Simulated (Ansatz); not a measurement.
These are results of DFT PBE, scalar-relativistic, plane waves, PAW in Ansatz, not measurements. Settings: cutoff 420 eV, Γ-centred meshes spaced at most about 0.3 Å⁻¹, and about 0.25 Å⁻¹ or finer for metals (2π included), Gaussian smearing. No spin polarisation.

All energies are static (0 K, no zero-point motion).

Question: Order these relaxed structures of Sn₂Te by energy, lowest first, with the energy over the lowest of them.
A.

Space group P-3m1 (No. 164). a = 4.521 Å, b = 4.521 Å, c = 16.110 Å, α = 90.00°, β = 90.00°, γ = 120.00°
```
atom  site  symmetry       x       y       z
  Sn    2d       3m. 0.3333  0.6667  0.4555
  Sn    2c       3m. 0.0000  0.0000  0.3434
  Sn    2d       3m. 0.6667  0.3333  0.8853
  Te    2d       3m. 0.3333  0.6667  0.7706
  Te    1a      -3m. 0.0000  0.0000  0.0000
```

B.

Space group P4/nmm:1 (No. 129). a = 4.486 Å, b = 4.486 Å, c = 9.216 Å, α = 90.00°, β = 90.00°, γ = 90.00°
| atom | site | symmetry | x | y | z |
| --- | --- | --- | --- | --- | --- |
| Sn | 2c | 4mm | 0.5000 | 0.0000 | 0.6772 |
| Sn | 2a | -4m2 | 0.5000 | 0.5000 | 0.0000 |
| Te | 2c | 4mm | 0.0000 | 0.5000 | 0.6587 |

Answer: A (0 meV/atom), B (95 meV/atom). Counting Te atoms around Sn (those within 1.25 times the shortest such distance or 1.15 times the sum of covalent radii, 1.27 where that leaves under three; a plus sign parts nearer from farther groups; the shortest distance is added where it exceeds 1.18 times the sum of covalent radii; a slash parts the counts of unlike sites): A has Sn 3/3+1 from 4.5 Å/6; B has Sn 4 from 3.9 Å/5. Both come from invented guesses.

Spin–orbit coupling, which can matter for Te, is left out. Cells relaxed within their symmetry can be saddle points. Some types were kept out of the candidates beforehand, so the set may lack a known form.
